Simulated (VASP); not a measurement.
Input of a VASP 6.6.1 run:

INCAR

```
SYSTEM = Ru
PREC = Accurate
ENCUT = 600
EDIFF = 1E-6
ISMEAR = 1
SIGMA = 0.1
LREAL = .FALSE.
LASPH = .TRUE.
NELM = 120
ALGO = Fast
ISIF = 3
LWAVE = .FALSE.
LCHARG = .FALSE.
GGA = PS
IVDW = 13
IBRION = 2
NSW = 60
EDIFFG = -0.005
```

The input KPOINTS:

```
regular mesh
0
G
  18 18 10
  0 0 0
```

POSCAR

```
Ru
1.0
    2.6900000000      0.0000000000      0.0000000000
   -1.3450000000      2.3296083400      0.0000000000
    0.0000000000      0.0000000000      4.2500000000
Ru
2
Direct
    0.3333333300      0.6666666700      0.2500000000
    0.6666666700      0.3333333300      0.7500000000
```

Potentials or basis: VASP PAW PBE potentials, release 64 (Ru_pv).

Run with:

```sh
$ cat potpaw_PBE.64/Ru_pv/POTCAR > POTCAR
$ mpirun -np 1 vasp_std > vasp.out
```

(1) Predict the band gap on the k mesh.

(2) Estimate the relaxed volume.

(3) What does it give for the space group after relaxing (to 0.05 Å)?

(4) Estimate the relaxed cell.

## Answers

(1) none (metal or under the smearing width).

(2) 13.18 Å³/atom.

(3) P6_3/mmc (No. 194).

(4) a = 2.680 Å, b = 2.680 Å, c = 4.240 Å, α = 90.00°, β = 90.00°, γ = 120.00°.

Caveat: the PAW data sets were made with another functional, which shifts forces and pressure a little; pairwise dispersion overbinds metals, which lowers pressure and volume.
